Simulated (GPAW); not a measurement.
Runs of GPAW 26.7.0 on BP. The structure is cubic, space group F-43m (No. 216). The conventional cell has a = 4.538 Å, b = 4.538 Å, c = 4.538 Å, α = 90.00°, β = 90.00°, γ = 90.00°. Around P (site symmetry -43m) lie 4 B at 1.97 Å. Around B (site symmetry -43m) lie 4 P at 1.97 Å. 

```csv
level,potentials or basis,eigensolver,gap on the mesh (eV),pressure (GPa)
LDA,"the program's PAW data sets (release 1.2.1) made for this functional, pw",-,1.19,-5.0
RPBE,"the program's PAW data sets (release 1.2.1) made for this functional, pw",-,1.27,(b)
BLYP,"PAW data sets generated in the run's folder for this functional, pw",davidson,(a),6.2
revPBE,"the program's PAW data sets (release 1.2.1) made for this functional, pw",-,1.26,3.5
PBEsol,"PAW data sets generated in the run's folder for this functional, pw",-,1.14,-1.7
r2SCAN,"GPAW PAW data sets (gpaw-data 1.2.1), pw",-,1.42,0.1
```

Alike in all rows: task band structure; no spin polarisation; cell as given; k mesh 10 × 10 × 10; cutoff (eV) 800; smearing fermi-dirac 0.05 eV.

Question: Estimate the missing entries.

Answer: (a) 1.51; (b) 4.2.

Caveats: the PAW data sets were made with another functional, which shifts forces and pressure a little (some runs).

Runs at the PBE level aren't shown here.
